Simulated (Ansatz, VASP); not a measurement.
## One calculation of HfO2, two programs

File INCAR:

```
PREC = Accurate ; ENCUT = 520
EDIFF = 1E-6 ; ISMEAR = 0
SIGMA = 0.05 ; LREAL = False
LASPH = True ; NELM = 100
ALGO = Normal ; ISIF = 2
LWAVE = False ; LCHARG = True
GGA = PS ; LELF = True
LVHAR = True ; NBANDS = 18
```

File KPOINTS:

```
Automatic mesh
0
Gamma
  8 8 8
```

The input POSCAR:

```
HfO2
1.0
    0.0000000000      2.4935625000      2.4296250000
    2.4935625000      0.0000000000      2.4296250000
    2.4935625000      2.4935625000      0.0000000000
Hf O
1 2
Direct
    0.0000000000      0.0000000000      0.0000000000
    0.2500000000      0.2500000000      0.2500000000
    0.7500000000      0.7500000000      0.7500000000
```

Input for Ansatz:

```yaml
crystal:
  lattice:
    - [0.0, 2.4935625, 2.429625]
    - [2.4935625, 0.0, 2.429625]
    - [2.4935625, 2.4935625, 0.0]
  atoms:
    - { symbol: Hf, position: [0.0, 0.0, 0.0] }
    - { symbol: O, position: [0.25, 0.25, 0.25] }
    - { symbol: O, position: [0.75, 0.75, 0.75] }
basis:
  ecutwfc: 420
kpoints:
  mp_grid: { grid: [8, 8, 8] }
hamiltonian:
  xc: pbesol
scf:
  occupations: { method: gaussian, width: 0.05 }
output:
  forces: true
  stress: true
  eigenvalues: true
```

Change from the starting cell: strain -0.025 along x and y, -0.050 along z, atoms carried along.

Alike in both runs: task single point; functional PBEsol; k mesh 8 × 8 × 8; occupations gaussian, width 0.05 eV; no spin polarisation.

|  | VASP | Ansatz |
| --- | --- | --- |
| version | VASP 6.6.1 | Ansatz 0.2.0 |
| potentials or method | VASP PAW PBE potentials, release 64 (Hf_pv, O) | scalar-relativistic, plane waves, PAW |
| plane-wave cutoff (eV) | 520 | 420 |
| valence electrons in the cell | 22 | 38 |

```csv
,VASP,Ansatz,Ansatz less VASP
gap on the k mesh at the Fermi level (eV),3.57,3.55,-0.022
least direct gap on the mesh (eV),3.64,3.61,-0.034
pressure (GPa),13.8,18.0,+4.20
largest component of the traceless stress (GPa),8.91,8.73,-0.184
```

One of these differences is far larger than is usual between the two programs; its cause wasn't traced. The two sets of potentials don't hold the same shells in valence.

Caveats: the PAW data sets were made with another functional, which shifts forces and pressure a little (VASP); spin-orbit coupling is left out, which moves the levels of the heavy elements. A k mesh can miss the band edges.
